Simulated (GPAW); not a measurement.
Crystal: CdO.

```
Cd O
1.0
     0.00000    2.10550    2.10550
     2.10550    0.00000    2.10550
     2.10550    2.10550    0.00000
Cd O
1 1
Cartesian
  0.0000 0.0000 0.0000
  2.1055 2.1055 2.1055
```

The cell was built by a generator and isn't the measured one.

Base run:

| Item | Value |
| --- | --- |
| Program | GPAW 26.7.0 |
| Functional | PBE |
| Potentials or basis | GPAW PAW data sets (gpaw-data 1.2.1) |
| Cutoff | 600 eV |
| Basis | pw |
| k mesh | 8 × 8 × 8 |
| Occupations | fermi-dirac, width 0.05 eV |
| Spin | no spin polarisation |

Its results: band gap on the k mesh 0.25 eV, indirect (least direct gap 3.54 eV); pressure 108.6 GPa.

Question: The run is repeated on the same cell with these changes: functional from PBE to r2SCAN. What comes out?

Answer: Band gap on the k mesh 0.79 eV, indirect (least direct gap 4.19 eV); pressure 105.0 GPa.

r2SCAN gives the wider gap, since meta-GGAs in the generalised Kohn-Sham scheme recover part of the derivative discontinuity.

Caveats: the cutoff is short for stress and forces, so pressures can be off by a GPa or more; a pressure of tens of GPa on the cell as given is suspect, and the run, the potentials or the cell itself is likely at fault; the PAW data sets were made with another functional, which shifts forces and pressure a little (some runs).
